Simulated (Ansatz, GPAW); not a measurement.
# A C7 chain between two Pd chains: relaxation, then transmission at several levels, part 2 of 3

Wanted: T(E) of a C7 chain between two Pd chains at a relaxed geometry in two programs, beside the unrelaxed structure.

GPAW 26.7.0 and Ansatz 0.2.0; Ansatz plane waves; relaxation of the junction with the lead ends held; PAW set soft_1 (the session's first sound run).

So far, transmission at the Fermi level (one spin): step 3 (plane-wave reference (PBE)) 0.108.

## (4) Double-zeta polarised basis

The script solves lead and junction separately, takes H and S in the orbital basis, and joins semi-infinite leads through their self-energies; the dzp basis is the working standard.

This step: GPAW LCAO, PAW setups; Landauer transmission from Green's functions with principal layers (ASE), zero bias (GPAW 26.7.0).

Input file run.py:

```python
import json
import numpy as np
from ase import Atoms
from ase.transport.calculators import TransportCalculator
from gpaw import GPAW, FermiDirac
from gpaw.lcao.tools import get_lcao_hamiltonian
from scipy.linalg import eigh

# The junction with lead layers at both ends, along the third cell vector
device = Atoms(
    ['Pd', 'Pd', 'Pd', 'Pd', 'Pd', 'Pd', 'Pd', 'Pd', 'C', 'C', 'C', 'C', 'C', 'C', 'C', 'Pd', 'Pd', 'Pd', 'Pd', 'Pd', 'Pd', 'Pd', 'Pd'],
    positions=[
        [4.50000, 4.50000, 1.25000],
        [4.50000, 4.50000, 3.75000],
        [4.50000, 4.50000, 6.25000],
        [4.50000, 4.50000, 8.75000],
        [4.50000, 4.50000, 11.25000],
        [4.50000, 4.50000, 13.75000],
        [4.93697, 4.46523, 16.30622],
        [3.96263, 4.50662, 18.75158],
        [4.31727, 4.49348, 20.57569],
        [4.42096, 4.49634, 21.86129],
        [4.46585, 4.50322, 23.16025],
        [4.49675, 4.51902, 24.44732],
        [4.52088, 4.54065, 25.73434],
        [4.54690, 4.58089, 27.03338],
        [4.59420, 4.66821, 28.31913],
        [4.74031, 4.96985, 30.14901],
        [4.33328, 4.13064, 32.61112],
        [4.50000, 4.50000, 35.17700],
        [4.50000, 4.50000, 37.67700],
        [4.50000, 4.50000, 40.17700],
        [4.50000, 4.50000, 42.67700],
        [4.50000, 4.50000, 45.17700],
        [4.50000, 4.50000, 47.67700]],
    cell=[[9.0, 0.0, 0.0], [0.0, 9.0, 0.0], [0.0, 0.0, 48.927]],
    pbc=True)

# One principal layer of the lead: the first 5 atoms of the device
lead = Atoms(
    ['Pd', 'Pd', 'Pd', 'Pd', 'Pd'],
    positions=[
        [4.50000, 4.50000, 1.25000],
        [4.50000, 4.50000, 3.75000],
        [4.50000, 4.50000, 6.25000],
        [4.50000, 4.50000, 8.75000],
        [4.50000, 4.50000, 11.25000]],
    cell=[[9.0, 0.0, 0.0], [0.0, 9.0, 0.0], [0.0, 0.0, 12.5]],
    pbc=True)

settings = dict(mode='lcao', basis='dzp', xc='PBE', h=0.2,
                occupations=FermiDirac(0.1), maxiter=250,
                mixer=dict(beta=0.1, nmaxold=8, weight=100.0),
                convergence=dict(density=0.0001))
energies = np.arange(-2, 2 + 1e-9, 0.025)
eta = 0.0001
n1, n2 = 1, 1
# k and -k transmit alike, so half of the mesh across the current serves
mesh = [(i, j) for i in range(n1) for j in range(n2) if (i, j) <= (-i % n1, -j % n2)]
weights = np.array([1 if (i, j) == (-i % n1, -j % n2) else 2 for i, j in mesh]) / (n1 * n2)


def ground_state(atoms, size, txt):
    atoms.calc = GPAW(kpts={'size': size, 'gamma': True}, symmetry={'tolerance': 1e-3}, txt=txt, **settings)
    atoms.get_potential_energy()
    return atoms.calc.get_fermi_level()


def blocks(atoms, fermi, points, nz, cells):
    """H - E_F S and S between cell 0 and the cells above it, at each point across the current."""
    kz = np.arange(nz) / nz
    calc = atoms.calc.fixed_density(kpts=[(*k, z) for k in points for z in kz], symmetry='off', txt=None)
    H, S = get_lcao_hamiltonian(calc)
    H = (H - fermi * S).reshape(len(H), len(points), nz, *S.shape[1:])
    S = S.reshape(H.shape[1:])
    phases = [np.exp(-2j * np.pi * kz * R) / nz for R in cells]
    return [(np.einsum('skzij,z->ksij', H, p), np.einsum('kzij,z->kij', S, p)) for p in phases]


def pair(a, b):
    return np.block([[a, b], [b.T.conj(), a]])


def count_channels(h, s, cells, nk=240):
    """Half the number of times that the lead's bands cross each energy, unfolded to its shortest repeat."""
    b = len(h) // cells
    bands = []
    for k in (np.arange(nk + 1) + 0.5) / nk:
        hk, sk = h[:b, :b].copy(), s[:b, :b].copy()
        for R in range(1, cells):
            phase, block = np.exp(2j * np.pi * k * R), slice(R * b, (R + 1) * b)
            hk += h[:b, block] * phase + (h[:b, block] * phase).T.conj()
            sk += s[:b, block] * phase + (s[:b, block] * phase).T.conj()
        w, u = eigh(sk)
        x = u[:, w > 1e-5] / w[w > 1e-5]**0.5  # drop near-dependent combinations
        bands.append(np.r_[eigh(x.T.conj() @ hk @ x, eigvals_only=True), [1e9] * (w <= 1e-5).sum()])
    below = np.array(bands)[:, :, None] < energies
    return (below[1:] != below[:-1]).sum((0, 1)) / 2


fermi_lead = ground_state(lead, (1, 1, 9), 'lead.txt')
fermi_device = ground_state(device, (1, 1, 2), 'device.txt')
T, channels, eigen, tail, misfit, shifts = [], [], [], 0.0, 0.0, []
for first in range(0, len(mesh), 210):
    points = [(i / n1, j / n2) for i, j in mesh[first:first + 210]]
    (H0k, S0k), (H1k, S1k), (H2k, _) = blocks(lead, fermi_lead, points, 5, range(3))
    [(Hk, Sk)] = blocks(device, fermi_device, points, 2, [0])
    tail = max(tail, abs(H2k).max())
    for H0, S0, H1, S1, H, S in zip(H0k, S0k, H1k, S1k, Hk, Sk):
        n = len(S0)
        # Shift the lead onto the potential of the device's first layer
        shift = ((H[:, 0, 0] - H0[:, 0, 0]) / S0[0, 0]).real.mean()
        shifts.append(shift)
        misfit = max(misfit, abs(H[:, :n, :n] - H0 - shift * S0).max())
        Tk, Ck, Ek = [], [], []
        for s in range(len(H)):
            t = s % len(H0)  # a lead without moments serves both spins
            h1, s1 = pair(H0[t] + shift * S0, H1[t] + shift * S1), pair(S0, S1)
            leads = dict(h1=h1, s1=s1, energies=energies, eta=eta, eta1=eta, eta2=eta)
            calc = TransportCalculator(h=H[s], s=S, eigenchannels=3, **leads)
            Tk.append(calc.get_transmission())
            Ek.append(np.sort(calc.eigenchannels_ne, axis=0)[::-1])
            Ck.append(count_channels(h1, s1, 10))
        T.append(Tk)
        channels.append(Ck)
        eigen.append(Ek)
T, channels = np.array(T), np.array(channels)
mean, open_channels = np.einsum('kse,k->se', T, weights), np.einsum('kse,k->se', channels, weights)

print(f'basis functions: device {len(S)}, principal layer {n}')
print(f'Fermi level: lead {fermi_lead:.4f} eV, device {fermi_device:.4f} eV; lead shifted by {np.mean(shifts):.4f} eV')
print(f'largest coupling past the next layer {tail:.2e} eV, largest misfit of the first layer {misfit:.3f} eV')
print('  E-E_F (eV)   ' + 'T (one spin)  channels')
for e, t, c in zip(energies, mean.T, open_channels.T):
    print(f'{e:10.3f}  ', *[f'{x:11.4e}' for x in t], *[f'{x:9.4f}' for x in c])

kT = 8.617333e-5 * 300
fine = np.linspace(energies[0], energies[-1], 4001)
both = np.exp(np.interp(fine, energies, np.log(np.maximum(mean.sum(0) * 2 / len(mean), 1e-30))))
fermi = lambda mu: 1 / (1 + np.exp(np.clip((fine - mu) / kT, -200, 200)))
slope = fermi(0) * (1 - fermi(0)) / kT
G = np.trapezoid(both * slope, fine) / 2
seebeck = -np.trapezoid(both * slope * fine, fine) / (2 * G * 300) * 1e6
print(f'conductance at 300 K: {G:.5g} G0 a cell; thermopower {seebeck:.4g} uV/K')
bias = [0.1, 0.2, 0.5, 1.0, 1.5, 2.0]
current = [38.74 * np.trapezoid(both * (fermi(V / 2) - fermi(-V / 2)), fine) for V in bias]
for V, I in zip(bias, current):
    print(f'current from the zero-bias T(E) at {V} V: {I:.5g} uA')
zero = abs(energies).argmin()
json.dump(dict(energies=energies.tolist(), T=mean.tolist(), channels=open_channels.tolist(), G=G, seebeck=seebeck,
               bias=bias, current=current, tail=tail, misfit=misfit, shift=np.mean(shifts), n_device=len(S), n_lead=n,
               fermi=[fermi_lead, fermi_device], energy=device.get_potential_energy(),
               moments=device.get_magnetic_moments().tolist(), mesh=mesh, weights=weights.tolist(),
               T_k=T[:, :, zero].tolist(), eigen=np.array(eigen[0]).tolist()), open('result.json', 'w'))
```

Launch:

```sh
OMP_NUM_THREADS=1 OPENBLAS_NUM_THREADS=1 python run.py
```

Run time: 7.9 min. Hardware: 1 thread of Intel Xeon Platinum 8488C (Sapphire Rapids), shared host; peak memory 1.9 GiB.

Numbers from this step:

| Item | Value |
| --- | --- |
| conductance | 0.08722 G₀ |
| largest coupling past the next principal layer | 1.07e-4 eV |
| largest misfit of the first principal layer | 0.02110 eV |
| shift that aligns the lead | -0.001836 eV |
| basis functions of the junction | 523 |
| basis functions of a principal layer | 135 |
| transmission at the Fermi level (one spin) | 0.09058 |

One spin. Table of transmission, zone mean by energy, zero at the Fermi level:

| energy (eV) | transmission, zone mean |
| --- | --- |
| -2.000 | 0.503 |
| -1.900 | 0.640 |
| -1.800 | 0.842 |
| -1.700 | 1.11 |
| -1.600 | 1.39 |
| -1.500 | 1.62 |
| -1.400 | 1.75 |
| -1.300 | 1.80 |
| -1.200 | 1.74 |
| -1.100 | 1.50 |
| -1.000 | 1.58 |
| -0.900 | 0.0791 |
| -0.800 | 0.439 |
| -0.700 | 1.11 |
| -0.600 | 0.757 |
| -0.500 | 0.462 |
| -0.475 | 1.39 |
| -0.400 | 0.271 |
| -0.300 | 0.185 |
| -0.200 | 0.138 |
| -0.100 | 0.122 |
| 0.000 | 0.0906 |
| 0.100 | 0.0296 |
| 0.200 | 9.4e-4 |
| 0.300 | 0.00196 |
| 0.400 | 0.00473 |
| 0.500 | 0.0184 |
| 0.600 | 0.530 |
| 0.700 | 0.0152 |
| 0.800 | 0.00397 |
| 0.900 | 0.00168 |
| 1.000 | 8.8e-4 |
| 1.100 | 5.3e-4 |
| 1.200 | 3.4e-4 |
| 1.300 | 2.3e-4 |
| 1.400 | 1.6e-4 |
| 1.500 | 1.1e-4 |
| 1.600 | 7.8e-5 |
| 1.700 | 5.5e-5 |
| 1.800 | 3.8e-5 |
| 1.900 | 2.5e-5 |
| 2.000 | 1.5e-5 |

Crossings of the lead's bands, unfolded to its shortest repeat. The open channels, zone mean by energy, zero at the Fermi level:

| energy (eV) | open channels, zone mean |
| --- | --- |
| -2.000 | 3 |
| -1.800 | 3 |
| -1.600 | 3 |
| -1.400 | 3 |
| -1.200 | 3 |
| -1.000 | 5 |
| -0.800 | 5 |
| -0.600 | 5 |
| -0.400 | 4 |
| -0.200 | 4 |
| 0.000 | 4 |
| 0.200 | 1 |
| 0.400 | 1 |
| 0.600 | 1 |
| 0.800 | 1 |
| 1.000 | 1 |
| 1.200 | 1 |
| 1.400 | 1 |
| 1.600 | 1 |
| 1.800 | 1 |
| 2.000 | 1 |

Not self-consistent under bias; the bias window is split evenly. Table of current through one cell, from the zero-bias transmission by bias:

| bias (V) | current through one cell, from the zero-bias transmission (μA) |
| --- | --- |
| 0.100 | 0.667 |
| 0.200 | 1.28 |
| 0.500 | 2.96 |
| 1.000 | 9.81 |
| 1.500 | 26.5 |
| 2.000 | 35.6 |

Table of transmission of the three most open eigenchannels by energy, zero at the Fermi level:

| energy (eV) | channel 1 | channel 2 | channel 3 |
| --- | --- | --- | --- |
| -2.000 | 0.379 | 0.124 | 5.2e-8 |
| -1.900 | 0.483 | 0.156 | 1.2e-7 |
| -1.800 | 0.609 | 0.233 | 2.9e-7 |
| -1.700 | 0.734 | 0.374 | 6.9e-7 |
| -1.600 | 0.828 | 0.566 | 1.5e-6 |
| -1.500 | 0.879 | 0.738 | 3.1e-6 |
| -1.400 | 0.904 | 0.845 | 5.1e-6 |
| -1.300 | 0.911 | 0.885 | 6.8e-6 |
| -1.200 | 0.882 | 0.855 | 7.4e-6 |
| -1.100 | 0.768 | 0.733 | 6.2e-6 |
| -1.000 | 0.940 | 0.639 | 1.7e-6 |
| -0.900 | 0.0563 | 0.0228 | 1.1e-5 |
| -0.800 | 0.247 | 0.193 | 8.9e-6 |
| -0.700 | 0.628 | 0.480 | 4.1e-6 |
| -0.600 | 0.407 | 0.350 | 4.9e-6 |
| -0.500 | 0.241 | 0.221 | 2.4e-5 |
| -0.400 | 0.165 | 0.106 | 1.7e-5 |
| -0.300 | 0.118 | 0.0667 | 5.1e-4 |
| -0.200 | 0.0844 | 0.0537 | 5.6e-5 |
| -0.100 | 0.0734 | 0.0485 | 1.9e-5 |
| 0.000 | 0.0539 | 0.0366 | 1.1e-5 |
| 0.100 | 0.0189 | 0.0107 | 5.5e-6 |
| 0.200 | 9.4e-4 | 1.0e-11 | 0 |
| 0.300 | 0.00196 | 0 | 0 |
| 0.400 | 0.00473 | 0 | 0 |
| 0.500 | 0.0184 | 0 | 0 |
| 0.600 | 0.530 | 0 | 0 |
| 0.700 | 0.0152 | 0 | 0 |
| 0.800 | 0.00397 | 0 | 0 |
| 0.900 | 0.00168 | 0 | 0 |
| 1.000 | 8.8e-4 | 0 | 0 |
| 1.100 | 5.3e-4 | 0 | 0 |
| 1.200 | 3.4e-4 | 0 | 0 |
| 1.300 | 2.3e-4 | 0 | 0 |
| 1.400 | 1.6e-4 | 0 | 0 |
| 1.500 | 1.1e-4 | 0 | 0 |
| 1.600 | 7.8e-5 | 0 | 0 |

At the Fermi level T is 0.0906 against 0.108 in plane waves. Couplings past the next layer reach 1.1e-4 eV, small enough to drop; the matrix elements of the cell's first layer differ from the bulk lead's by up to 0.021 eV. That layer keeps its own values in the calculation, and only beyond it is the lead taken as perfect. The Fermi levels of lead and junction count from different zeros of potential, one for each periodic cell; with both set to zero, the small remaining shift is what aligns them. By hand: G = 0.08722 × 77.48 μS = 6.76 μS, a resistance of 148 kΩ; at 0.1 V a linear junction would pass 0.676 μA, and the integral over the bias window gives 0.667 μA.

## (5) GPAW, szp: basis = "szp(dzp)"

The second zeta is dropped, the polarisation orbitals stay.

Edit run.py of step 4 so:

```diff
@@ -50,3 +50,3 @@
 
-settings = dict(mode='lcao', basis='dzp', xc='PBE', h=0.2,
+settings = dict(mode='lcao', basis='szp(dzp)', xc='PBE', h=0.2,
                 occupations=FermiDirac(0.1), maxiter=250,
```

Run time: 5.8 min. Hardware: 1 thread; peak memory 1.8 GiB.

This step gave:

- conductance: 0.03662 G₀
- largest coupling past the next principal layer: 1.09e-4 eV
- largest misfit of the first principal layer: 0.06417 eV
- shift that aligns the lead: -4.38e-4 eV
- basis functions of the junction: 303
- basis functions of a principal layer: 75
- transmission at the Fermi level (one spin): 0.04188

One spin. Table of transmission, zone mean by energy, zero at the Fermi level:

| energy (eV) | transmission, zone mean |
| --- | --- |
| -2.000 | 0.533 |
| -1.800 | 1.08 |
| -1.600 | 1.76 |
| -1.450 | 1.91 |
| -1.400 | 1.87 |
| -1.200 | 0.710 |
| -1.000 | 0.297 |
| -0.850 | 0.765 |
| -0.800 | 0.692 |
| -0.600 | 1.14 |
| -0.400 | 0.102 |
| -0.200 | 0.0821 |
| 0.000 | 0.0419 |
| 0.200 | 0.00229 |
| 0.350 | 0.427 |
| 0.400 | 0.0322 |
| 0.600 | 0.00207 |
| 0.800 | 6.9e-4 |
| 1.000 | 3.3e-4 |
| 1.200 | 1.8e-4 |
| 1.400 | 1.2e-4 |
| 1.600 | 7.7e-5 |
| 1.800 | 5.3e-5 |
| 2.000 | 3.6e-5 |

The conductance, 0.0366 G₀, lies 58 % below that of the dzp run.

## (6) GPAW, sz: basis = "sz(dzp)"

One function for each valence shell of the setup, as for a first survey of a large system.

Edit run.py of step 5 so:

```diff
@@ -50,3 +50,3 @@
 
-settings = dict(mode='lcao', basis='szp(dzp)', xc='PBE', h=0.2,
+settings = dict(mode='lcao', basis='sz(dzp)', xc='PBE', h=0.2,
                 occupations=FermiDirac(0.1), maxiter=250,
```

Run time: 5 min. Hardware: 1 thread; peak memory 1.7 GiB.

This step gave:

```
conductance                                 : 0.05245 G₀
largest misfit of the first principal layer : 0.04214 eV
shift that aligns the lead                  : -9.54e-4 eV
basis functions of the junction             : 220
basis functions of a principal layer        : 60
transmission at the Fermi level (one spin)  : 0.06002
```

The conductance, 0.0524 G₀, lies 40 % below that of the dzp run.

## (7) revPBE in the dzp basis: xc = "revPBE"

Back in the dzp basis, the functional changes from PBE to revPBE, to set the spread between functionals beside that between bases.

Edit run.py of step 6 so:

```diff
@@ -50,3 +50,3 @@
 
-settings = dict(mode='lcao', basis='sz(dzp)', xc='PBE', h=0.2,
+settings = dict(mode='lcao', basis='dzp', xc='revPBE', h=0.2,
                 occupations=FermiDirac(0.1), maxiter=250,
```

Elapsed: 10 min, on 1 thread; peak memory 1.9 GiB.

This step gave:

| Property | Result |
| --- | --- |
| conductance | 0.08125 G₀ |
| largest coupling past the next principal layer | 1.03e-4 eV |
| largest misfit of the first principal layer | 0.02729 eV |
| shift that aligns the lead | -0.003169 eV |
| basis functions of the junction | 523 |
| basis functions of a principal layer | 135 |
| transmission at the Fermi level (one spin) | 0.08441 |

The conductance, 0.0813 G₀, lies 6.8 % below that of the dzp run.

## (8) Without the relaxation: geometry = "as built"

The dzp basis with PBE on the structure as first built shows what the relaxation was worth.

Edit run.py of step 7 so:

```diff
@@ -18,13 +18,13 @@
         [4.50000, 4.50000, 13.75000],
-        [4.93697, 4.46523, 16.30622],
-        [3.96263, 4.50662, 18.75158],
-        [4.31727, 4.49348, 20.57569],
-        [4.42096, 4.49634, 21.86129],
-        [4.46585, 4.50322, 23.16025],
-        [4.49675, 4.51902, 24.44732],
-        [4.52088, 4.54065, 25.73434],
-        [4.54690, 4.58089, 27.03338],
-        [4.59420, 4.66821, 28.31913],
-        [4.74031, 4.96985, 30.14901],
-        [4.33328, 4.13064, 32.61112],
+        [4.50000, 4.50000, 16.25000],
+        [4.50000, 4.50000, 18.75000],
+        [4.50000, 4.50000, 20.60850],
+        [4.50000, 4.50000, 21.83850],
+        [4.50000, 4.50000, 23.17850],
+        [4.50000, 4.50000, 24.40850],
+        [4.50000, 4.50000, 25.74850],
+        [4.50000, 4.50000, 26.97850],
+        [4.50000, 4.50000, 28.31850],
+        [4.50000, 4.50000, 30.17700],
+        [4.50000, 4.50000, 32.67700],
         [4.50000, 4.50000, 35.17700],
@@ -50,3 +50,3 @@
 
-settings = dict(mode='lcao', basis='dzp', xc='revPBE', h=0.2,
+settings = dict(mode='lcao', basis='dzp', xc='PBE', h=0.2,
                 occupations=FermiDirac(0.1), maxiter=250,
```

It took 8.7 min on 1 thread; peak memory 1.9 GiB.

Numbers from this step:

```
conductance                                    : 0.3250 G₀
largest coupling past the next principal layer : 1.07e-4 eV
largest misfit of the first principal layer    : 0.05899 eV
shift that aligns the lead                     : 1.81e-4 eV
transmission at the Fermi level (one spin)     : 0.3429
```

The conductance, 0.325 G₀, lies 273 % above that of the dzp run.

## (9) All levels side by side

Times are wall times on the hardware named with each run. The runs compared:

| no. | run | conductance (G₀) | time | memory (GiB) |
| --- | --- | --- | --- | --- |
| 1 | pw PBE | 0.1047 | 3.4 min | 6.5 |
| 2 | dzp | 0.08722 | 7.9 min | 1.9 |
| 3 | szp | 0.03662 | 5.8 min | 1.8 |
| 4 | sz | 0.05245 | 5 min | 1.7 |
| 5 | dzp revPBE | 0.08125 | 10 min | 1.9 |
| 6 | asbuilt | 0.3250 | 8.7 min | 1.9 |

## (10) Comparison

The curves are compared point by point over the common energies.

This step: comparison of transmission and cost over codes, levels and geometry; PAW set soft_1 (GPAW 26.7.0).

Ladder, by row:

| step | code | T at the Fermi level (sum over the listed spins) | conductance (G0) | r.m.s. T(E) from the first | wall time (s) | peak memory (GiB) | threads |
| --- | --- | --- | --- | --- | --- | --- | --- |
| pw-pbe | Ansatz | 0.1077 | 0.1047 | 0 | 203.8 | 6.53 | 4 |
| dzp | GPAW | 0.09058 | 0.08722 | 0.2745 | 476.3 | 1.86 | 1 |
| szp | GPAW | 0.04188 | 0.03662 | 0.3021 | 346 | 1.76 | 1 |
| sz | GPAW | 0.06002 | 0.05245 | 0.3347 | 298.3 | 1.68 | 1 |
| dzp-revPBE | GPAW | 0.08441 | 0.08125 | 0.2383 | 606 | 1.87 | 1 |
| asbuilt | GPAW | 0.3429 | 0.325 | 0.3719 | 522.3 | 1.87 | 1 |

The transmission, zone mean, sum over the listed spins by energy, zero at the Fermi level:

| energy (eV) | pw-pbe | dzp | szp | sz | dzp-revPBE | asbuilt |
| --- | --- | --- | --- | --- | --- | --- |
| -2.000 | 0.572 | 0.503 | 0.533 | 0.791 | 0.506 | 1.37 |
| -1.800 | 0.894 | 0.842 | 1.08 | 1.46 | 0.853 | 1.61 |
| -1.600 | 1.43 | 1.39 | 1.76 | 1.81 | 1.41 | 1.52 |
| -1.450 | 1.67 | 1.69 | 1.91 | 1.91 | 1.71 | 1.46 |
| -1.400 | 1.69 | 1.75 | 1.87 | 1.93 | 1.76 | 1.46 |
| -1.375 | 1.69 | 1.77 | 1.81 | 1.94 | 1.78 | 1.46 |
| -1.300 | 1.61 | 1.80 | 1.48 | 1.81 | 1.80 | 1.48 |
| -1.200 | 1.22 | 1.74 | 0.710 | 0.823 | 1.70 | 1.54 |
| -1.050 | 1.00 | 1.34 | 0.150 | 0.0699 | 1.29 | 1.60 |
| -1.000 | 0.377 | 1.58 | 0.297 | 0.171 | 1.32 | 1.56 |
| -0.800 | 1.17 | 0.439 | 0.692 | 0.665 | 0.567 | 1.06 |
| -0.750 | 1.30 | 0.817 | 0.514 | 0.558 | 0.958 | 0.932 |
| -0.600 | 0.537 | 0.757 | 1.14 | 0.220 | 0.665 | 0.651 |
| -0.575 | 0.103 | 0.614 | 0.242 | 1.11 | 0.529 | 0.619 |
| -0.550 | 1.68 | 0.504 | 0.165 | 0.204 | 0.450 | 0.591 |
| -0.475 | 0.487 | 1.39 | 0.115 | 0.119 | 0.671 | 0.527 |
| -0.400 | 0.337 | 0.271 | 0.102 | 0.107 | 0.251 | 0.488 |
| -0.200 | 0.167 | 0.138 | 0.0821 | 0.105 | 0.133 | 0.466 |
| 0.000 | 0.108 | 0.0906 | 0.0419 | 0.0600 | 0.0844 | 0.343 |
| 0.200 | 8.3e-4 | 9.4e-4 | 0.00229 | 0.00436 | 9.2e-4 | 1.6e-5 |
| 0.400 | 0.00340 | 0.00473 | 0.0322 | 0.0114 | 0.00479 | 4.0e-6 |
| 0.600 | 0.0660 | 0.530 | 0.00207 | 0.00150 | 0.569 | 2.1e-6 |
| 0.650 | 0.498 | 0.0382 | 0.00148 | 0.00113 | 0.0374 | 1.8e-6 |
| 0.800 | 0.00828 | 0.00397 | 6.9e-4 | 5.6e-4 | 0.00388 | 1.5e-6 |
| 1.000 | 0.00142 | 8.8e-4 | 3.3e-4 | 2.8e-4 | 8.8e-4 | 1.2e-6 |
| 1.200 | 5.0e-4 | 3.4e-4 | 1.8e-4 | 1.6e-4 | 3.3e-4 | 1.1e-6 |
| 1.400 | 2.3e-4 | 1.6e-4 | 1.2e-4 | 9.6e-5 | 1.5e-4 | 1.0e-6 |
| 1.600 | 1.1e-4 | 7.8e-5 | 7.7e-5 | 6.1e-5 | 7.7e-5 | 9.7e-7 |
| 1.800 | 5.7e-5 | 3.8e-5 | 5.3e-5 | 4.0e-5 | 3.7e-5 | 9.5e-7 |
| 2.000 | 2.5e-5 | 1.5e-5 | 3.6e-5 | 2.5e-5 | 1.5e-5 | 9.4e-7 |

(Continued in part 3 of 3.)

[Logs are printed without paths, hosts, clocks, repeated set-up lines and the standing remarks that a program may print on its own settings, such as how far it seeks lower states.]

[Hosts, paths, dates, database ids (printed as entryN), source tags and the programs' standing remarks are cut or masked in the printed files.]
